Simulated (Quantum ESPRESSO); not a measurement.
Bi:

```
CELL_PARAMETERS angstrom
-1.98143 1.98143 1.98143
1.98143 -1.98143 1.98143
1.98143 1.98143 -1.98143
ATOMIC_POSITIONS crystal
Bi 0.00000 0.00000 0.00000
```

This isn't the form of Bi at room conditions, which is rhombohedral.

```yaml
Program: Quantum ESPRESSO 7.5
Task: phonon dispersion
Functional: LDA
Potentials_or_basis: PseudoDojo 0.4.1 SR LDA standard
Cutoff: 952 eV
Density_cutoff: 3810 eV
k_mesh: 10 × 10 × 10
Occupations: cold, width 0.2 eV
Spin: no spin polarisation
Form_of_the_LDA_correlation: PW92
Mixing_beta: 0.5
Most_SCF_iterations: 120
SCF_threshold: 2e-10 Ry
q_mesh: 2 × 2 × 2
```

The cell and the atoms were relaxed first, to 29.45 Å³/atom (a = 3.370 Å, b = 3.370 Å, c = 3.370 Å, α = 109.47°, β = 109.47°, γ = 109.47°), and the response was taken there.

Problem. Is this structure dynamically stable at this level, and how far does the spectrum reach?

Solution. No: the interpolated spectrum has imaginary modes, down to 40i cm⁻¹ near N. The highest frequency is 70 cm⁻¹.

Phonon frequencies at the corners of the path (cm⁻¹, interpolated; i marks imaginary ones):
| point | frequencies |
| --- | --- |
| Γ | 0 0 0 |
| H | 31 31 31 |
| N | 40i 12 70 |
| P | 39 39 39 |

Phonon states per cell in windows of 5 cm⁻¹ (negative: imaginary):
| from (cm⁻¹) | total |
| --- | --- |
| -40 | 0.05 |
| -35 | 0.12 |
| -30 | 0.25 |
| -25 | 0.26 |
| -20 | 0.17 |
| -15 | 0.12 |
| -10 | 0.10 |
| -5 | 0.08 |
| 0 | 0.08 |
| 5 | 0.10 |
| 10 | 0.17 |
| 15 | 0.15 |
| 20 | 0.13 |
| 25 | 0.12 |
| 30 | 0.08 |
| 35 | 0.06 |
| 40 | 0.05 |
| 45 | 0.08 |
| 50 | 0.17 |
| 55 | 0.34 |
| 60 | 0.24 |
| 65 | 0.08 |

A q mesh this small can miss soft modes between its points.

Caveat: some modes are imaginary; the q mesh is small, so phonon branches between its points and thermal values are rough.
